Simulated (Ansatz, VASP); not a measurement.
**SiC: VASP beside Ansatz**

File INCAR:

```
SYSTEM = SiC
ALGO     = Normal         ! electronic algorithm
EDIFF    = 1E-6           ! SCF threshold, eV
ENCUT    = 520            ! plane-wave cutoff, eV
GGA      = PE             ! functional
ISIF     = 2              ! what is computed and relaxed
ISMEAR   = 0              ! smearing method
LASPH    = .TRUE.         ! aspherical terms in the spheres
LCHARG   = .FALSE.        ! write CHGCAR
LREAL    = .FALSE.        ! projectors in reciprocal space
LWAVE    = .FALSE.        ! write WAVECAR
NBANDS   = 16             ! bands
NELM     = 80             ! most SCF steps
PREC     = Accurate       ! precision mode
SIGMA    = 0.05           ! smearing width, eV
```

Contents of KPOINTS:

```
k-points
0
G
  6 6 4
  0 0 0
```

File POSCAR:

```
SiC
1.0
    3.0759982064      0.0000000000      0.0000000000
   -1.5379991032      2.6638925888      0.0000000000
    0.0000000000      0.0000000000      5.0480000000
Si C
2 2
Direct
    0.4058532112      0.7197549018      0.0396196513
    0.6666666667      0.3333333333      0.5000000000
    0.3333333333      0.6666666667      0.3850000000
    0.6666666667      0.3333333333      0.8850000000
```

Input for Ansatz:

```yaml
crystal:
  lattice:
    - [3.0759982064, 0.0, 0.0]
    - [-1.5379991032, 2.6638925888, 0.0]
    - [0.0, 0.0, 5.048]
  atoms:
    - { symbol: Si, position: [0.4058532112, 0.7197549018, 0.0396196513] }
    - { symbol: Si, position: [0.6666666667, 0.3333333333, 0.5] }
    - { symbol: C, position: [0.3333333333, 0.6666666667, 0.385] }
    - { symbol: C, position: [0.6666666667, 0.3333333333, 0.885] }
basis:
  ecutwfc: 420
kpoints:
  mp_grid: { grid: [6, 6, 4] }
hamiltonian:
  xc: pbe
scf:
  occupations: { method: gaussian, width: 0.05 }
output:
  forces: true
  stress: true
  eigenvalues: true
```

Alike in both runs: task single point; functional PBE; k mesh 6 × 6 × 4; occupations gaussian, width 0.05 eV; no spin polarisation.

|  | VASP | Ansatz |
| --- | --- | --- |
| version | VASP 6.6.1 | Ansatz 0.2.0 |
| potentials or method | VASP PAW PBE potentials, release 64 (Si, C) | scalar-relativistic, plane waves, PAW |
| plane-wave cutoff (eV) | 520 | 420 |
| valence electrons in the cell | 16 | 16 |

VASP gave:

```
gap on the k mesh at the Fermi level (eV)       : 0.78
least direct gap on the mesh (eV)               : 2.99
pressure (GPa)                                  : 6.9
largest component of the traceless stress (GPa) : 4.68
rms of the force components (eV/Å)              : 1.950
```

Estimate Ansatz's values.

gap on the k mesh at the Fermi level (eV): 0.78; least direct gap on the mesh (eV): 2.99; pressure (GPa): 7.0; largest component of the traceless stress (GPa): 4.68; rms of the force components (eV/Å): 1.954.

Atom by atom the forces differ by 0.007 eV/Å (rms over components).

Caveats: forces of over 1 eV/Å show positions far from the minimum, so gaps and moduli don't describe the material at rest. A k mesh can miss the band edges.
